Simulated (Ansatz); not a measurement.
# Formation energy and levels of the hydrogen interstitial H_i (bond centre, by O) in Ga2O3 (R-3c)

Charge states of H_i (bond centre, by O) in Ga2O3 (R-3c), set against the band edges. Model: a cell of 80 host atoms with 1 H put in.

Program: Ansatz 0.2.0. Level of theory: place-levels on r2SCAN runs: charge-transition levels and formation energies with image-charge correction and potential alignment at the atomic sites; PAW set soft_1. Results are calculated unless marked as measured.

### Step 1. The structure

The cell holds 81 atoms: 32 Ga, 48 O and 1 H. Its edges and angles: a = 10.665 Å, b = 10.665 Å, c = 10.665 Å, α = 55.9°, β = 55.9°, γ = 55.9°. It derives from Ga2O3 (space group R-3c). Nearest the centre at fractional (0.526, 0.352, 0.451): H81 at 0.00 Å, Ga1 at 0.96 Å, O48 at 0.97 Å, O15 at 2.22 Å, O47 at 2.29 Å, O29 at 2.35 Å, O20 at 2.35 Å, Ga53 at 2.36 Å.

As a file:

```xyz
81
Lattice="5.0010 2.8873 8.9658 -5.0010 2.8873 8.9658 0.0000 -5.7747 8.9658" Properties=species:S:1:pos:R:3 pbc="T T T"
Ga    0.0000    0.0000   11.5084
Ga    0.0000    0.0000    8.6647
Ga    0.0000    0.0000    1.9403
Ga    0.0000    0.0000    4.7840
O     0.7571    1.5760    5.6036
O     0.9863   -1.4437    5.6036
O    -1.7434   -0.1323    5.6036
O    -0.7571   -1.5760    7.8451
O     1.7434    0.1323    7.8451
O    -0.9863    1.4437    7.8451
Ga    0.0000   -2.8873   15.9913
Ga    0.0000   -2.8873   13.1476
Ga    0.0000   -2.8873    6.4232
Ga    0.0000   -2.8873    9.2670
O     0.7571   -1.3114   10.0866
O     0.9863   -4.3310   10.0866
O    -1.7434   -3.0197   10.0866
O    -0.7571   -4.4633   12.3280
O     1.7434   -2.7550   12.3280
O    -0.9863   -1.4437   12.3280
Ga   -2.5005    1.4437   15.9913
Ga   -2.5005    1.4437   13.1476
Ga   -2.5005    1.4437    6.4232
Ga   -2.5005    1.4437    9.2670
O    -1.7434    3.0197   10.0866
O    -1.5142    0.0000   10.0866
O    -4.2439    1.3114   10.0866
O    -3.2576   -0.1323   12.3280
O    -0.7571    1.5760   12.3280
O    -3.4868    2.8873   12.3280
Ga   -2.5005   -1.4437   20.4742
Ga   -2.5005   -1.4437   17.6305
Ga   -2.5005   -1.4437   10.9061
Ga   -2.5005   -1.4437   13.7499
O    -1.7434    0.1323   14.5695
O    -1.5142   -2.8873   14.5695
O    -4.2439   -1.5760   14.5695
O    -3.2576   -3.0197   16.8109
O    -0.7571   -1.3114   16.8109
O    -3.4868    0.0000   16.8109
Ga    2.5005    1.4437   15.9913
Ga    2.5005    1.4437   13.1476
Ga    2.5005    1.4437    6.4232
Ga    2.5005    1.4437    9.2670
O     3.2576    3.0197   10.0866
O     3.4868    0.0000   10.0866
O     0.7571    1.3114   10.0866
O     1.7434   -0.1323   12.3280
O     4.2439    1.5760   12.3280
O     1.5142    2.8873   12.3280
Ga    2.5005   -1.4437   20.4742
Ga    2.5005   -1.4437   17.6305
Ga    2.5005   -1.4437   10.9061
Ga    2.5005   -1.4437   13.7499
O     3.2576    0.1323   14.5695
O     3.4868   -2.8873   14.5695
O     0.7571   -1.5760   14.5695
O     1.7434   -3.0197   16.8109
O     4.2439   -1.3114   16.8109
O     1.5142    0.0000   16.8109
Ga    0.0000    2.8873   20.4742
Ga    0.0000    2.8873   17.6305
Ga    0.0000    2.8873   10.9061
Ga    0.0000    2.8873   13.7499
O     0.7571    4.4633   14.5695
O     0.9863    1.4437   14.5695
O    -1.7434    2.7550   14.5695
O    -0.7571    1.3114   16.8109
O     1.7434    3.0197   16.8109
O    -0.9863    4.3310   16.8109
Ga    0.0000    0.0000   24.9572
Ga    0.0000    0.0000   22.1134
Ga    0.0000    0.0000   15.3891
Ga    0.0000    0.0000   18.2328
O     0.7571    1.5760   19.0524
O     0.9863   -1.4437   19.0524
O    -1.7434   -0.1323   19.0524
O    -0.7571   -1.5760   21.2938
O     1.7434    0.1323   21.2938
O    -0.9863    1.4437   21.2938
H     0.8712   -0.0653   11.9173
```

The host's dielectric constants go in as inputs: (4.48, 4.48, 4.34) for the electrons alone, (13.08, 13.08, 18.82) with the ions, computed on the host (DFPT, PBEsol).

The cell's shortest repeat is 10.0 Å.

### Step 2. The runs of each charge state

A transition level is the Fermi level at which two charge states cost the same, so each charge needs its own total energy, at its own relaxed structure.

Each atom starts 0.05 Å or so off its site in a random direction. Forces are taken at one point at (¼, ¼, ¼). The cell holds 1 electron more than the neutral one, with a uniform background that keeps it neutral on the whole.

The sampling was tested on the host first: at the k-points planned (1x1x1 shifted 0.25 0.25 0.25) its energy lies 0.008 eV an atom from the dense-mesh value, under the bound of 0.02 eV set for this test; that bounds the host's error, not the defect's.

One state's input; the others differ in charge, spin, start and seed, and in occupations where the table says so.

Input file qm1.relax/input.yaml:

```yaml
crystal:
  lattice:
    - [2.50051634, 1.4436738, 4.48291352]
    - [-2.50051634, 1.4436738, 4.48291352]
    - [0.0, -2.88734754, 4.48291354]
  atoms:
    - { symbol: Ga, position: [0.85572467, 0.85572467, 0.85572467] }
    - { symbol: Ga, position: [0.64427533, 0.64427533, 0.64427533] }
    - { symbol: Ga, position: [0.14427533, 0.14427533, 0.14427533] }
    - { symbol: Ga, position: [0.35572467, 0.35572467, 0.35572467] }
    - { symbol: O, position: [0.75, 0.4472156, 0.0527844] }
    - { symbol: O, position: [0.4472156, 0.0527844, 0.75] }
    - { symbol: O, position: [0.0527844, 0.75, 0.4472156] }
    - { symbol: O, position: [0.25, 0.5527844, 0.9472156] }
    - { symbol: O, position: [0.9472156, 0.25, 0.5527844] }
    - { symbol: O, position: [0.5527844, 0.9472156, 0.25] }
  supercell: [2, 2, 2]
  defects:
    - { interstitial: { symbol: H, position: [0.526396, 0.352188, 0.450605] } }
total_charge: -1
basis:
  ecutwfc: 420
  xc_grid: 2
hamiltonian:
  xc: pbesol
  pseudopotentials: { kind: paw, azcp: { folder: soft_1 }, xc_functional: pbe }
kpoints:
  mp_grid: { grid: [1, 1, 1], shift: [0.25, 0.25, 0.25] }
scf:
  occupations: { method: fixed }
  max_iter: 100
output:
  forces: true
  charged_corrections:
    epsilon: [4.48, 4.48, 4.34]
    static_epsilon: [13.08, 13.08, 18.82]
relax:
  f_tol: 0.02
  max_steps: 80
  random_displacement: { amplitude: 0.05, seed: 1951 }
checkpoint:
  write: "../qm1.relax.run"
  compress: false
  write_wavefunctions: true
  write_every: 100000
```

Run with:

```console
$ ansatz run input.yaml --threads 4 --pin off --max-ram 15073MiB --backend cpu --events-out ev --progress --plain --runs-dir out
```

r2SCAN on the same structure is run to see how far the result rests on the functional, though not on the errors that semilocal functionals share.

The run of this state that the levels use, under r2SCAN:

Input file qm1.r2scan/input.yaml:

```yaml
crystal:
  checkpoint: "../qm1.relax.run"
  host: checkpoint
total_charge: -1
basis:
  ecutwfc: 500
  xc_grid: 2
hamiltonian:
  xc: r2scan
  pseudopotentials: { kind: paw, azcp: { folder: soft_1 } }
kpoints:
  mp_grid: { grid: [1, 1, 1], shift: [0.25, 0.25, 0.25] }
scf:
  occupations: { method: fermi_dirac, width: 0.01 }
  max_iter: 100
output:
  forces: true
  eigenvalues: true
  charged_corrections:
    epsilon: [4.48, 4.48, 4.34]
    static_epsilon: [13.08, 13.08, 18.82]
    defect_position: [0.526396, 0.352188, 0.450605]
  eigenstates: { localisation: true }
  populations: true
  band_densities: [{ bands: [v1, v1] }, { bands: [c1, c1] }]
  write_density: true
  write_potential: true
  volumetric_format: npy
checkpoint:
  write: "../qm1.r2scan.run"
  compress: false
  write_wavefunctions: false
  write_every: 100000
```

Relaxations under PBEsol at one point at (¼, ¼, ¼); times on 4 threads of Arm Neoverse V1, shared host:

```
charge  moment (μB)  occupations    outcome  steps  largest displacement against the far atoms (Å)     time
    −1            0        fixed  converged     16                                            1.32  5.1 min
     0            1        fixed  converged     15                                            1.32  9.3 min
    +1            0        fixed  converged     15                                            1.32  4.8 min
```

Single points under r2SCAN at one point at (¼, ¼, ¼); times on 4 threads of Arm Neoverse V1, shared host:

```csv
charge,moment (μB),occupations,outcome,time
−1,0,fermi-dirac,converged,69 s
0,1,fermi-dirac,converged,2.7 min
+1,0,fermi-dirac,converged,69 s
```

Distances (Å) from H81 to the nearest atoms after relaxation with PBEsol:

```
charge  moment (μB)      1.      2.       3.       4.      5.       6.
    −1            0  O 1.01  O 1.71  Ga 2.09  Ga 2.22  O 2.30  Ga 2.39
     0            1  O 1.01  O 1.71  Ga 2.09  Ga 2.21  O 2.30  Ga 2.40
    +1            0  O 1.01  O 1.70  Ga 2.09  Ga 2.21  O 2.29  Ga 2.40
```

### Step 3. place-levels, r2SCAN

A charged cell interacts with its images and the background, and its potential has another zero than the host's. place-levels removes the first by a point-charge model, screened by the static dielectric constant since the ions have relaxed around the charge, and the second by comparing potentials at atoms far from the defect.

The host is a run of the defect-free crystal in the same cutoffs, grids and k-points, so that basis and sampling errors cancel in part in the differences. The host is run in a cell of 10 atoms on a matching mesh. Its band edges are searched through the zone by a band path, so the gap is smaller than, or equal to, that on the mesh. Chemical potentials are energies per atom of H (H2 molecule), run with the same functional and cutoff.

Input file levels.r2scan.yaml:

```yaml
host:
  run: host.r2scan.run
states: [qm1.r2scan.run, q0_M1.r2scan.run, qp1.r2scan.run]
geometry_from:
  qm1.r2scan.run: qm1.relax.run
  q0_M1.r2scan.run: q0_M1.relax.run
  qp1.r2scan.run: qp1.relax.run
  host.r2scan.run: host.relax.run
chemical_potentials:
  H:
    energy: -15.945394
    dataset: "<sha256 of the dataset>"
```

Run with:

```console
$ ansatz place-levels levels.r2scan.yaml -- --threads 4 --pin off --max-ram 15073MiB
```

Numbers of over 12 decimals in the logs are rounded to 6 here.

Log:

```text
[... repeated set-up lines and file paths are left out, and long positions are rounded to six places ...]
(+1/0) 3.491 eV above the valence edge (+3.704 eV without the band-filling correction), in the conduction band; not on the lower envelope
(0/-1) 3.477 eV above the valence edge (+3.918 eV without the band-filling correction), in the conduction band; not on the lower envelope
(+1/-1) 3.484 eV above the valence edge (+3.811 eV without the band-filling correction), in the conduction band: charges between them are lowest nowhere
formation energy of charge +1: -1.772 eV with the Fermi level at the valence edge
formation energy of charge 0: +1.719 eV with the Fermi level at the valence edge
formation energy of charge -1: +5.197 eV with the Fermi level at the valence edge
  edges by r2scan, gap 3.472 eV; the host is sampled to repeats of 10.00 Å
  the defect's cells are sampled to repeats of 10.00 Å, like sampling
  charge +1: -148647.3415 eV with its correction of +0.166 eV, at epsilon [13.08, 13.08, 18.82], aligned at sites: +0.0129 eV, mean over 27 atomic sites at or beyond 5.00 Å from the defect at [0.5264, 0.3522, 0.4506], with +0.000000 for the charge's moments [...]
  charge 0: +0.000 eV for its dipole among its images, +0.000 omitted
  charge -1: -148622.3902 eV with its correction of +0.033 eV, at epsilon [13.08, 13.08, 18.82], aligned at sites: +0.1201 eV, mean over 27 atomic sites at or beyond 5.00 Å from the defect at [0.5264, 0.3522, 0.4506], with +0.000000 for the charge's moments [...]
  of states[2] (qp1.r2scan.run): how wide its charge is, is not read beside other atoms or cores, and a band state would take no correction. [...]
  of states[1] (q0_M1.r2scan.run): a band-filling correction moves a carrier to the host's band edge, which changes its energy by -0.212 eV; its displacements don't fall off away from the defect: farther atoms stand 0.019 Å off the host's places. [...]
  of states[0] (qm1.r2scan.run): how wide its charge is, is not read beside other atoms or cores, and a band state would take no correction. [...]
```

Wall time 0.22 s (4 threads of Arm Neoverse V1, shared host).

Levels between the charges placed, in eV above the valence top:

|  | gap (eV) | (+1/0) | (0/−1) |
| --- | --- | --- | --- |
| r2SCAN | 3.47 | 3.49 | 3.48 |

Corrections by state:

| charge | moment (μB) | image terms and alignment (eV) | band filling (eV) | ε used | over the lowest of its charge, as the program ranks them, band filling apart (eV) |
| --- | --- | --- | --- | --- | --- |
| +1 | 0.0 | 0.166 | - | principal values (13.08, 13.08, 18.82) | 0.000 |
| 0 | 1.0 | 0.000 | -0.212 | - | 0.000 |
| −1 | 0.0 | 0.033 | -0.654 | principal values (13.08, 13.08, 18.82) | 0.000 |

From the program's caveats on the states, each cut to its opening words:

- charge +1, −1: how wide its charge is, is not read beside other atoms or cores, and a band state would take no correction
- charge +1, 0 (1 μB), −1: its displacements don't fall off away from the defect: farther atoms stand 0.019 Å off the host's places
- charge 0 (1 μB): a band-filling correction moves a carrier to the host's band edge, which changes its energy by -0.212 eV
- charge 0 (1 μB): flagged: stability check not made
- charge −1: a band-filling correction moves a carrier to the host's band edge, which changes its energy by -0.654 eV

Formation energies (eV), elemental references (Δμ(H) = 0.00 eV):

```
charge  Fermi level at the valence top  at the conduction bottom
    +1                           -1.77                      1.70
     0                            1.72                      1.72
    −1                            5.20                      1.73
```

### Step 4. What came out

- gap of the host: 3.47 eV (r2SCAN)
- level (plus 1/0): 3.49 eV above the valence top, past the conduction bottom, not a change between lowest states (3.70 eV above the valence top without the band-filling term)
- level (0/minus 1): 3.48 eV above the valence top, past the conduction bottom, not a change between lowest states (3.92 eV above the valence top without the band-filling term)
- lowest of the charges placed, just above the valence top (0.02 eV): +1
- lowest of the charges placed, just below the conduction bottom (0.02 eV): +1
- lowest formation energy at mid-gap of the charges run, elemental references: -0.04 eV

Of the charges placed (−1, 0 and +1), +1 is the lowest from 0.02 eV above the valence top to 0.02 eV below the conduction bottom, a gap of 3.47 eV. Charges above +1 were not placed, so these runs say nothing of levels that involve them. States placed: +1 at 0 μB; 0 at 1 μB; −1 at 0 μB. Other spin states or structures, where not listed, weren't placed. The program finds carriers beyond a band edge of the host and adds a band-filling term at charge −1 (-0.65 eV) and 0 (-0.21 eV); steps to such a charge show no bound level, and a defect level inside a band would be read the same way. At charge −1, 0 and +1 the atom put in ends up to 1.3 Å from its starting place, so the name tells the start alone and the levels can join different sites. H is taken at its element; compounds, which aren't counted here, bound the chemical potentials and would shift these formation energies. Levels were also placed, and are left out here, under PBEsol at 2x2x2 shifted 0.5 0.5 0.5, since its corrections are too large to trust. Limits: one k-point off the zone centre stands for the whole zone; r2SCAN makes the gap too small and tends to spread out bound carriers; where a gas molecule sets a chemical potential or the host's formation energy, its binding is uncorrected; the structures are those of PBEsol; force components of up to 0.54 eV/Å remain in a run at the final settings.

[Logs are printed without paths, hosts, clocks, repeated set-up lines and the standing remarks that a program may print on its own settings, such as how far it seeks lower states.]

[Hosts, paths, dates, database ids (printed as entryN), source tags and the programs' standing remarks are cut or masked in the printed files.]

[Where a table of states has a column of steps, it counts the stored structures, which are thinned; the runs took as many ionic steps or more.]

[A defect's name tells the site on which it was built; relaxed atoms can leave that site.]

[For some hosts the program warned that the k-mesh of the response run may be too coarse for force constants and the static dielectric constant; such warnings are not shown here.]
